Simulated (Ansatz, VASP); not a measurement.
**One calculation of W, two programs**

```
CELL_PARAMETERS angstrom
2.14659 -3.63806 0.00000
2.14659 3.63806 0.00000
0.00000 0.00000 4.29888
ATOMIC_POSITIONS crystal
W 0.15250 0.84750 0.07850
W 0.65250 0.34750 0.42150
W 0.84750 0.15250 0.92150
W 0.34750 0.65250 0.57850
```

Alike in both runs: task single point; functional r2SCAN; k mesh 6 × 6 × 4; occupations gaussian, width 0.1 eV; no spin polarisation.

|  | VASP | Ansatz |
| --- | --- | --- |
| version | VASP 6.6.1 | Ansatz 0.2.0 |
| potentials or method | VASP PAW PBE potentials, release 64 (W_sv) | scalar-relativistic, plane waves, PAW |
| plane-wave cutoff (eV) | 520 | 500 |
| valence electrons in the cell | 56 | 56 |

```csv
,VASP,Ansatz,Ansatz less VASP
gap on the k mesh at the Fermi level (eV),none,none,-
rms of the force components (eV/Å),1.541,1.453,-0.0882
```

Atom by atom the forces differ by 0.100 eV/Å (rms over components). A gap of «none» marks a metal or a gap that the smearing closes.

Caveats: the k mesh is coarse (spacing up to 0.37 Å⁻¹), so the values aren't converged; the PAW data sets were made with another functional, which shifts forces and pressure a little (VASP). The runs have no spin-orbit coupling, so splittings on W are missing.
